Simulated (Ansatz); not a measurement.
# Starting-point dependence of the GW gap of Ta2O5 (Pmmm)

How much of the starting functional survives in the G0W0 gap of Ta2O5 (Pmmm)?

Method: G0W0 on several functionals, plane waves, PAW, in Ansatz 0.2.0.

Report form: the programs' logs are mostly left out.

In doubt: masses and optical values from hybrid runs of this build are listed as unsure (steps 3, 4), which bears on the screening that GW takes from such a start.

## (1) Starting point

The structure is orthorhombic, space group Pmmm (No. 47). The conventional cell has a = 3.677 Å, b = 3.897 Å, c = 6.217 Å, α = 90.00°, β = 90.00°, γ = 90.00°. Nearest to Ta lie 6 O at 1.95 to 2.15 Å. Ta has 6 O at 1.84 to 2.00 Å nearest. Nearest to O lie 3 Ta at 2.00 to 2.15 Å. Nearest to O lie 2 Ta at 1.95 Å. Nearest to O lie 2 Ta at 1.84 Å. Nearest to O lie 2 Ta at 1.95 Å. Farther neighbours and most contacts between anions are not listed.

As a file:

```cif
data_structure
_symmetry_space_group_name_H-M 'P 1'
_symmetry_Int_Tables_number 1
_cell_length_a 3.6770
_cell_length_b 3.8970
_cell_length_c 6.2170
_cell_angle_alpha 90.000
_cell_angle_beta 90.000
_cell_angle_gamma 90.000
_cell_volume 89.09
loop_
_atom_site_label
_atom_site_type_symbol
_atom_site_fract_x
_atom_site_fract_y
_atom_site_fract_z
_atom_site_occupancy
Ta1 Ta 0.50000 0.00000 0.50000 1
Ta2 Ta 0.00000 0.00000 0.00000 1
O3 O 0.00000 0.00000 0.32200 1
O4 O 0.00000 0.00000 0.67800 1
O5 O 0.50000 0.50000 0.50000 1
O6 O 0.50000 0.00000 0.00000 1
O7 O 0.00000 0.50000 0.00000 1
```

Geometry: measured cell, ions relaxed with PBE. The runs that relaxed it are not among those shown. Spin-orbit coupling is left out unless a step names it.

## (2) G0W0 on PBE

Now the one-shot GW correction: screening in the RPA, then the self-energy of the levels asked for. This step takes hard PAW files.

This step: G0W0 on PBE, plane waves, PAW.

The input, input.yaml:

```yaml
crystal:
  lattice:
    - [3.677, 0.0, 0.0]
    - [0.0, 3.897, 0.0]
    - [0.0, 0.0, 6.217]
  atoms:
    - { symbol: Ta, position: [0.5, 0.0, 0.5] }
    - { symbol: Ta, position: [0.0, 0.0, 0.0] }
    - { symbol: O, position: [0.0, 0.0, 0.3220028454] }
    - { symbol: O, position: [0.0, 0.0, 0.6779971546] }
    - { symbol: O, position: [0.5, 0.5, 0.5] }
    - { symbol: O, position: [0.5, 0.0, 0.0] }
    - { symbol: O, position: [0.0, 0.5, 0.0] }
kpoints:
  mp_grid: { grid: [6, 6, 4] }
hamiltonian:
  xc: pbe
  pseudopotentials: { kind: paw, source: ansatz }
scf:
  occupations: { method: fixed }
gw:
  n_empty_bands: 529
  ecut_chi: 190.0
  qp_bands: [v2, c2]
  qp_kpoints: band_edges
  screening: { model: contour_deformation }
```

Command:

```console
ansatz run input.yaml --threads 4 --pin off --max-ram 138240MiB --backend cuda --events-out ev --progress --plain --runs-dir out --devices 1 --max-vram 26GiB
```

Elapsed: 4.6 min, on 1 × NVIDIA H100 80GB HBM3 (shared by 3 runs) with 4 threads of AMD EPYC 7R13 (Zen 3), shared host; peak memory 6.5 GiB.

Numbers from this step:

| Item | Value |
| --- | --- |
| bands summed | 571 |
| RPA ε∞ on this mesh (eigenvalues) | 5.477, 6.579, 8.074 |
| plane waves in the screening matrix | 513 |
| q-points in the mesh | 144 |
| G0W0 gap on the mesh | 1.279 eV |
| k of the valence top | -0.5, -0.5, -0.5 |
| k of the conduction bottom | -0.5, 0, 0 |
| starting gap on the mesh | 0.3279 eV |
| Z at the valence top | 0.7088 |
| Z at the conduction bottom | 0.7647 |
| least direct G0W0 gap on the computed points | 1.471 eV |

The gap on the mesh goes from 0.33 eV to 1.28 eV, a correction of +0.95 eV. Between the two edge states, bare exchange in place of the xc potential would open the gap by 10.37 eV, and correlation takes back 9.42 eV.

## (3) G0W0 on HSE06

The same correction from a different start measures what one shot leaves open.

This step: G0W0 on HSE06, plane waves, PAW.

input.yaml, as its differences from that of step 2:

```diff
@@ -16,3 +16,3 @@
 hamiltonian:
-  xc: pbe
+  xc: hse06
   pseudopotentials: { kind: paw, source: ansatz }
```

Elapsed: 10 min, on 1 × NVIDIA H100 80GB HBM3 (shared by 3 runs) with 4 threads; peak memory 7.7 GiB; 16 min of CPU time.

This step gave:

```yaml
bands_summed: 571
rpa_eps_infinity_on_this_mesh_eigenvalues: 3.859, 4.773, 5.386
plane_waves_in_the_screening_matrix: 513
q_points_in_the_mesh: 144
g0w0_gap_on_the_mesh: 1.710 eV
k_of_the_valence_top: -0.5, -0.5, -0.5
k_of_the_conduction_bottom: -0.5, 0, 0
starting_gap_on_the_mesh: 1.523 eV
z_at_the_valence_top: 0.7621
z_at_the_conduction_bottom: 0.8072
least_direct_g0w0_gap_on_the_computed_points: 1.995 eV
```

Against the run with 6×6×4 mesh, 529 empty bands, screening to 190 eV, hard PAW files on PBE, the gap moves by +0.43 eV, while the start moved by +1.19 eV.

## (4) G0W0 on PBE0

This step: G0W0 on PBE0, plane waves, PAW.

input.yaml, as its differences from that of step 3:

```diff
@@ -16,3 +16,3 @@
 hamiltonian:
-  xc: hse06
+  xc: pbe0
   pseudopotentials: { kind: paw, source: ansatz }
```

Run time: 9.2 min. Hardware: 1 × NVIDIA H100 80GB HBM3 (shared by 3 runs) with 4 threads; peak memory 7.6 GiB.

This step gave:

```
bands summed                                 : 571
RPA ε∞ on this mesh (eigenvalues)            : 3.596, 4.431, 4.910
plane waves in the screening matrix          : 513
G0W0 gap on the mesh                         : 1.944 eV
k of the valence top                         : -0.5, -0.5, -0.5
k of the conduction bottom                   : -0.5, 0, 0
starting gap on the mesh                     : 2.265 eV
least direct G0W0 gap on the computed points : 2.254 eV
```

Against the run with 6×6×4 mesh, 529 empty bands, screening to 190 eV, hard PAW files on HSE06, the gap moves by +0.23 eV, while the start moved by +0.74 eV.

## (5) Side by side

All on the 6×6×4 mesh with 529 empty bands and screening to 190 eV. Times are wall times on 1 × NVIDIA H100 80GB HBM3 (shared by 3 runs) with 4 threads of AMD EPYC 7R13 (Zen 3), shared host, good to a factor of about two.

```csv
start,starting gap (eV),shift (eV),G0W0 gap (eV),RPA ε∞ (harmonic mean),"Z (valence, conduction)",time
PBE,0.33,+0.95,1.28,6.54,"0.71, 0.76",4.6 min
HSE06,1.52,+0.19,1.71,4.58,"0.76, 0.81",10 min
PBE0,2.27,−0.32,1.94,4.24,"0.78, 0.82",9.2 min
```

How the two edges are built up, in eV (the quasiparticle level is the starting level plus Σx plus Σc less Vxc):

```csv
run,edge,start,Σx,Σc,Vxc,Z,QP
PBE,valence top,10.85,-26.51,4.68,-21.25,0.71,10.28
PBE,conduction bottom,11.18,-12.94,-4.74,-18.06,0.76,11.56
HSE06,valence top,9.84,-26.56,4.18,-22.41,0.76,9.87
HSE06,conduction bottom,11.36,-12.46,-4.58,-17.25,0.81,11.58
PBE0,valence top,9.44,-26.57,4.03,-22.82,0.78,9.73
PBE0,conduction bottom,11.71,-12.42,-4.46,-16.85,0.82,11.67
```

For a hybrid start, Vxc holds its share of exact exchange.

## (6) Results

* G0W0@PBE: 1.28 eV (start 0.33 eV)
* G0W0@HSE06: 1.71 eV (start 1.52 eV)
* G0W0@PBE0: 1.94 eV (start 2.27 eV)
* known limits: not at the basis limit; no spin-orbit coupling; coarse k mesh

The starting gaps span 1.94 eV and the G0W0 gaps 0.67 eV. Between PBE and PBE0, 0.67 eV of the 1.94 eV survives, 34 %. On PBE0 the correction is negative: that start lies above its own G0W0 value. The smallest correction, +0.19 eV, is on HSE06, the start nearest to reproducing itself. Bands and cutoff are finite, so the gap is not at the basis limit. The miss can reach some tenths of an eV and take either sign; the mesh is an error of its own. The 6×6×4 mesh is coarse for this cell (its supercell is 22 Å along the shortest edge). The RPA ε∞ on it, from the PBE start, is 5.48, 6.58 and 8.07; such meshes misread the long-range screening, most where the gap is narrow. The program warns that the mesh is coarse for exact exchange, which bears on the hybrid start's gap. The many-body steps are scalar-relativistic: spin-orbit coupling is not in them.

[Paths, hosts, dates, memory and timing lines, banners, echoed tables and standing remarks are left out of the program output.]

[Logs are printed without paths, hosts, clocks, repeated set-up lines and the standing remarks that a program may print on its own settings, such as how far it seeks lower states.]

[Runs of the session that timed out or met a known fault of the program may be left out.]

[Cells called generated may have been cut or substituted from an entry of the Crystallography Open Database or the Materials Project.]

[Hosts, paths, dates, database ids (printed as entryN), source tags and the programs' standing remarks are cut or masked in the printed files.]
